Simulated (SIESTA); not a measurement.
HfO2: elastic constants with PBEsol

HfO2:

```xyz
3
Lattice="0.0000 2.5297 2.5297 2.5297 0.0000 2.5297 2.5297 2.5297 0.0000" Properties=species:S:1:pos:R:3 pbc="T T T"
Hf    0.0000    0.0000    0.0000
O     3.7946    3.7946    3.7946
O     1.2649    1.2649    1.2649
```

Measurements of this composition are mostly on another form, of space group No. 14.

The cell isn't the ideal one: cell relaxed.

```json
{
  "Program": "SIESTA 5.4.2",
  "Task": "elastic constants",
  "Functional": "PBEsol",
  "Potentials or basis": "PseudoDojo 0.4 standard (PBEsol files)",
  "Basis": "DZP (energy shift 0.003 Ry; two zetas on semicore shells)",
  "Grid cutoff": "800 Ry",
  "Energy shift": "0.003 Ry",
  "k mesh": "7 × 7 × 7",
  "Occupations": "fermi-dirac, width 0.05 eV",
  "Spin": "no spin polarisation",
  "force tolerance": "0.005 eV/Å",
  "Hamiltonian tolerance": "0.0001 eV",
  "density-matrix tolerance": "1e-05"
}
```

```yaml
Elastic_constants_C11_C12_C44: 559, 99, 62 GPa
Voigt_bulk_modulus: 252 GPa
```

Elastic tensor in Voigt notation (GPa, in the Cartesian axes of the cell as first typed):
```
559  99  99   0   0   0
 99 559  99   0   0   0
 99  99 559   0   0   0
  0   0   0  62   0   0
  0   0   0   0  62   0
  0   0   0   0   0  62
```

All runs of the series together: 13 min on 1 thread of AMD EPYC 9R45 96-Core Processor (Zen 5) (shared host).

Caveat: short orbitals over semicore shells can move pressures by several GPa; the basis of atomic orbitals isn't converged, which shifts pressures, moduli and gaps. Spin-orbit coupling is left out, which matters for the levels of Hf.
